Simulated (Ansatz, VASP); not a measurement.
SiC (Moissanite): VASP beside Ansatz

The input INCAR:

```
SYSTEM = SiC
AGGAC = 1.0 ; AGGAX = 1.0
ALDAC = 0.0 ; ALDAX = 1.0
ALGO = Normal ; EDIFF = 1E-7
ENCUT = 520 ; GGA = B5
ISIF = 2 ; ISMEAR = -1
IVDW = 13 ; LASPH = .True.
LCHARG = .False. ; LREAL = .False.
LWAVE = .False. ; NBANDS = 16
NELM = 60 ; PREC = Accurate
SIGMA = 0.05 ; VDW_A1 = 0.44488865
VDW_A2 = 4.0933009 ; VDW_S6 = 1.0
VDW_S8 = 2.34076671
```

Contents of KPOINTS:

```
k-points
0
Gamma
  10 10 5
  0 0 0
```

POSCAR

```
SiC
1.0
    3.0760000000      0.0000000000      0.0000000000
   -1.5380000000      2.6638941420      0.0000000000
    0.0000000000      0.0000000000      5.0480000000
Si C
2 2
Direct
    0.6666666667      0.3333333333      0.5000000000
    0.3333333333      0.6666666667      0.0000000000
    0.6666666667      0.3333333333      0.8850000000
    0.3333333333      0.6666666667      0.3850000000
```

File input.yaml:

```yaml
crystal:
  lattice:
    - [3.076, 0.0, 0.0]
    - [-1.538, 2.663894142, 0.0]
    - [0.0, 0.0, 5.048]
  atoms:
    - { symbol: Si, position: [0.6666666667, 0.3333333333, 0.5] }
    - { symbol: Si, position: [0.3333333333, 0.6666666667, 0.0] }
    - { symbol: C, position: [0.6666666667, 0.3333333333, 0.885] }
    - { symbol: C, position: [0.3333333333, 0.6666666667, 0.385] }
hamiltonian:
  xc: blyp
  pseudopotentials: { kind: paw }
  dispersion: d4
kpoints:
  mp_grid: { grid: [10, 10, 5] }
scf:
  occupations: { method: fermi_dirac, width: 0.05 }
output:
  forces: true
  stress: true
  eigenvalues: true
```

Alike in both runs: task single point; functional BLYP; dispersion D4; k mesh 10 × 10 × 5; occupations fermi-dirac, width 0.05 eV; no spin polarisation.

```csv
,VASP,Ansatz
version,VASP 6.6.1,Ansatz 0.2.0
potentials or method,"VASP PAW PBE potentials, release 64 (Si, C)",Ansatz PAW
plane-wave cutoff (eV),520,420
valence electrons in the cell,16,16
```

```tsv
	VASP	Ansatz	Ansatz less VASP
gap on the k mesh at the Fermi level (eV)	2.83	2.82	-0.001
least direct gap on the mesh (eV)	4.34	4.33	-0.011
pressure (GPa)	0.2	-0.4	-0.61
largest component of the traceless stress (GPa)	2.16	2.17	+0.010
rms of the force components (eV/Å)	0.427	0.426	-0.0015
dispersion energy (meV/atom)	-639.6	-639.7	-0.09
```

Atom by atom the forces differ by 0.001 eV/Å (rms over components).

Caveats: the PAW data sets were made with another functional, which shifts forces and pressure a little (VASP); an odd mesh through Γ misses points on the zone boundary, where band edges often lie (VASP); odd divisions of the mesh miss points on the zone boundary, where band edges often lie, so the gap on the mesh can be too wide (Ansatz); the pressure holds a Pulay correction of +0.4 GPa for the finite cutoff (Ansatz); the PAW data sets come from PBE, with cores solved anew for the run's functional, which leaves a small shift of forces and pressure (Ansatz).
